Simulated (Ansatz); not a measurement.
**AlGa₃N₄ (P-43m), random displacements**

Level of theory: DFT r2SCAN, scalar-relativistic, plane waves, PAW (Ansatz). Cutoff 500 eV, Γ-centred 6×6×6 k-points, Gaussian smearing of 0.05 eV. No spin polarisation. Energies are free energies at this smearing, counted from the undisturbed cell; pressure is positive in compression.

The starting cell (relaxed at this level; it needn't be the usual structure):

```
Al Ga N
1.0
     4.46534    0.00000    0.00000
     0.00000    4.46534    0.00000
     0.00000    0.00000    4.46534
Al Ga N
1 3 4
Direct
  0.00000 0.00000 0.00000
  0.50000 0.50000 0.00000
  0.50000 0.00000 0.50000
  0.00000 0.50000 0.50000
  0.75535 0.75535 0.24465
  0.75535 0.24465 0.75535
  0.24465 0.75535 0.75535
  0.24465 0.24465 0.24465
```

The atoms are displaced (Å, in the unstrained cell):

```
atom ux uy uz
 Al1   0.006  -0.067  -0.082
 Ga2  -0.011   0.007   0.091
 Ga3  -0.049   0.037  -0.052
 Ga4   0.037   0.016  -0.060
  N5   0.081   0.055   0.017
  N6  -0.056  -0.007   0.010
  N7  -0.080  -0.031   0.018
  N8   0.072  -0.009   0.058
```

Strain (Voigt, engineering shear): (-0.0068, 0.0150, -0.0007, -0.0338, 0.0071, 0.0055).

**Question.** What are the energy change, the stress and the forces?

**Answer.** ΔE = 94.6 meV/atom; stress (xx, yy, zz, yz, xz, xy; compression positive) (2.12, 0.14, 2.25, 5.74, -2.42, -4.91) GPa; gap on the mesh 2.49 eV.
| atom | Fx (eV/Å) | Fy | Fz |
| --- | --- | --- | --- |
| Al1 | -1.25 | 2.48 | 1.41 |
| Ga2 | 0.58 | 0.23 | -1.30 |
| Ga3 | 1.36 | -1.20 | 1.97 |
| Ga4 | -1.25 | -0.64 | 1.17 |
| N5 | -1.16 | -0.72 | -0.17 |
| N6 | 0.85 | 0.23 | -0.10 |
| N7 | 2.60 | -0.73 | -1.00 |
| N8 | -1.73 | 0.35 | -1.96 |

Cost: 1 run of about 1.3 core-minutes, on Arm Neoverse V2 (shared hosts).